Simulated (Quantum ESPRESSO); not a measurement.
Crystal: PtS2.

```xyz
3
Lattice="3.5432 0.0000 0.0000 -1.7716 3.0685 0.0000 0.0000 0.0000 5.0388" Properties=species:S:1:pos:R:3 pbc="T T T"
Pt    0.0000    0.0000    0.0000
S     1.7716    1.0228    3.8950
S     0.0000    2.0457    1.1438
```

| Property | Result |
| --- | --- |
| Program | Quantum ESPRESSO 7.5 |
| Task | Hubbard U by linear response |
| Functional | PBEsol |
| Potentials or basis | GBRV 1.5 PBEsol |
| Cutoff | 612 eV |
| Density cutoff | 4898 eV |
| k mesh | 6 × 6 × 4 |
| Occupations | fermi-dirac, width 0.05 eV |
| Spin | no spin polarisation |
| Hubbard terms | Pt d U = 0.0001 eV |
| Start of the occupations | default |
| Hubbard projectors | ortho-atomic |
| Mixing beta | 0.3 |
| Most SCF iterations | 120 |
| SCF threshold | 6e-10 Ry |
| q mesh | 2 × 2 × 2 |

The first run showed a gap, so the response started from a second, tighter run with fixed occupations.

Problem. What Hubbard parameters does linear response give?

Solution. U = 4.69 eV on Pt 5d. The values belong to these projectors, potentials and this ground state, and don't carry over to other codes.

Hubbard U from linear response:
| site | manifold | U (eV) |
| --- | --- | --- |
| 1 | Pt-5d | 4.69 |
On the first site the bare response is -0.260 and the screened one -0.117 eV⁻¹.

Eigenvalues of the final occupation matrices:
| site | spin | trace | eigenvalues |
| --- | --- | --- | --- |
| Pt 1 5d | each | 4.31 | 0.69 0.69 0.97 0.97 0.97 |

Caveat: spin-orbit coupling is left out, which moves the levels of the heavy elements.
